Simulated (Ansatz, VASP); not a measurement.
## Two plane-wave programs on MoS2

The input INCAR:

```
SYSTEM = MoS2
PREC = Accurate
ENCUT = 600
EDIFF = 1E-6
ISMEAR = 0
SIGMA = 0.1
LREAL = .FALSE.
LASPH = .TRUE.
NELM = 100
ALGO = Normal
ISIF = 3
LWAVE = .FALSE.
LCHARG = .FALSE.
GGA = PS
IVDW = 12
IBRION = 2
NSW = 100
EDIFFG = -0.005
LUSENCCL = .FALSE.
```

File KPOINTS:

```
regular mesh
0
G
  15 15 15
  0 0 0
```

The input POSCAR:

```
MoS2
1.0
    1.5398379300      0.8890258434      5.8137828065
   -1.5398379300      0.8890258434      5.8137828065
    0.0000000000     -1.7780516868      5.8137828065
Mo S
1 2
Direct
    0.0000000000      0.0000000000      0.0000000000
    0.7589588368      0.7589588368      0.7589588368
    0.2410411632      0.2410411632      0.2410411632
```

Input for Ansatz:

```yaml
crystal:
  lattice:
    - [1.5398379361, 0.8890258469, 5.8137827903]
    - [-1.5398379361, 0.8890258469, 5.8137827903]
    - [0.0, -1.7780516939, 5.8137827903]
  atoms:
    - { symbol: Mo, position: [0.0, 0.0, 0.0] }
    - { symbol: S, position: [0.7589588368, 0.7589588368, 0.7589588368] }
    - { symbol: S, position: [0.2410411632, 0.2410411632, 0.2410411632] }
basis:
  ecutwfc: 420
kpoints:
  mp_grid: { grid: [15, 15, 15] }
hamiltonian:
  xc: pbesol
  pseudopotentials: { kind: paw, azcp: { folder: soft_1 } }
  dispersion: d3bj
scf:
  occupations: { method: gaussian, width: 0.1 }
output:
  forces: true
  stress: true
  eigenvalues: true
relax:
  adjacent_minimum: "off"
  f_tol: 0.005
  max_steps: 80
  cell: { stress_tol: 0.05 }
```

Measurements of this composition are mostly on another form, of space group No. 194.

Alike in both runs: task relaxation of cell and atoms; functional PBEsol; dispersion D3(BJ); k mesh 15 × 15 × 15; occupations gaussian, width 0.1 eV; no spin polarisation.

|  | VASP | Ansatz |
| --- | --- | --- |
| version | VASP 6.6.1 | Ansatz 0.2.0 |
| potentials or method | VASP PAW PBE potentials, release 64 (Mo_sv, S) | scalar-relativistic, plane waves, PAW |
| plane-wave cutoff (eV) | 600 | 420 |
| valence electrons in the cell | 26 | 26 |

Ansatz gave:

| Property | Result |
| --- | --- |
| gap on the k mesh at the Fermi level, each at its own relaxed structure (eV) | none |
| relaxed volume (Å³/atom) | 15.87 |
| relaxed cell length with the largest relative difference (Å) | 6.064 |

Problem. Which values does VASP return?

Solution. gap on the k mesh at the Fermi level, each at its own relaxed structure (eV): none; relaxed volume (Å³/atom): 15.90; relaxed cell length with the largest relative difference (Å): 6.071.

A gap of «none» marks a metal or a gap that the smearing closes. Ansatz warned: «pseudo_functional_mismatch».

Caveats: the PAW data sets were made with another functional, which shifts forces and pressure a little (VASP); pairwise dispersion overbinds metals, which lowers pressure and volume.
